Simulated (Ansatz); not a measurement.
Co under changes of volume

One of the cells (10.688 Å³/atom); the others are scaled copies at fixed shape and fractional positions:

```xyz
4
Lattice="2.4706 0.0000 0.0000 -1.2353 2.1396 0.0000 0.0000 0.0000 8.0882" Properties=species:S:1:pos:R:3 pbc="T T T"
Co    1.2353    0.7132    6.0662
Co    0.0000    0.0000    4.0441
Co    0.0000    1.4264    2.0221
Co    0.0000    0.0000    0.0000
```

- Program: Ansatz 0.2.0
- Functional: LDA
- Potentials or basis: all-electron LAPW, scalar-relativistic
- Cutoff: 290 eV (chosen from the basis error)
- Basis error allowed: 0.002 eV/atom
- k mesh: 12 × 12 × 4
- Occupations: fermi-dirac, width 0.05 eV
- Spin: collinear spin, ferromagnetic start
- Starting moments: [2.0, 2.0, 2.0, 2.0] μB

```csv
volume (Å³/atom),energy over the lowest point (meV/atom),pressure (GPa),moment (μB per cell)
10.047,0.00,-0.9,6.05
10.261,5.00,-6.2,6.14
10.475,16.57,-10.8,6.24
10.688,33.78,-14.7,6.36
10.902,55.78,-18.2,6.48
11.116,82.12,-21.4,6.57
11.330,?,?,?
```

Q: What does the run at 11.330 Å³/atom give?

A: Energy over the lowest point 112.49 meV/atom; pressure -24.2 GPa; moment 6.64 μB per cell.

Worked out: A Birch-Murnaghan fit of order 3 (a polynomial in V^(-2/3)) to the other rows has its minimum at 10.01 Å³/atom, just outside them, with B0 = V·E''(V) = 273 GPa and B' = 5.8 at fixed shape and positions, which overstates the stiffness. It gives 111.98 meV/atom at 11.330 Å³/atom, against the run's 112.49, and -dE/dV = -23.6 GPa, against -24.2. A parabola through the other rows of the moment, of slope 0.547 μB per Å³/atom there, extrapolates to 6.69 μB, against the run's 6.64. The fit is too stiff a form for this range.

Energies are extrapolated to zero smearing.
